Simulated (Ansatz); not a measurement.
The same ligand exchange along the group F, Cl, Br, I.

Calculated with Ansatz (gas phase, PBE0-D4/def2-TZVP geometries, no zero-point term in ΔE). CCSD(T)/CBS adds triple-zeta CCSD(T) − MP2 to the extrapolated MP2 energy (def2 sets, frozen cores). This one scheme is used for every species. Double bonds are as drawn, so ΔE can hold a change between cis and trans. Functionals use def2-TZVPP. Elements past krypton have def2 core potentials. For Br, I outer-core shells are correlated without core-valence functions, which leaves a few kJ/mol of doubt a bond. Scalar relativity is left out up to krypton. One conformer a species, not always the lowest.

| reaction | CCSD(T)/CBS(def2) (kJ/mol) |
| --- | --- |
| `F/C=C/[SiH3]` + `N=C(N)O` → `N=C(N)O[SiH3]` + `C=CF` | -73 |
| `[SiH3]/C=C/Cl` + `N=C(N)O` → `N=C(N)O[SiH3]` + `C=CCl` | ? |
| `[SiH3]/C=C/Br` + `N=C(N)O` → `N=C(N)O[SiH3]` + `C=CBr` | -75 |
| `[SiH3]/C=C/I` + `N=C(N)O` → `N=C(N)O[SiH3]` + `C=CI` | -75 |

Question: Fill in the missing values. (Estimate.)

Answer: The calculation gave: `[SiH3]/C=C/Cl` + `N=C(N)O` → `N=C(N)O[SiH3]` + `C=CCl`: -75.5 kJ/mol.

Largest T1 diagnostic: 0.013, for `N=C(N)O[SiH3]`.
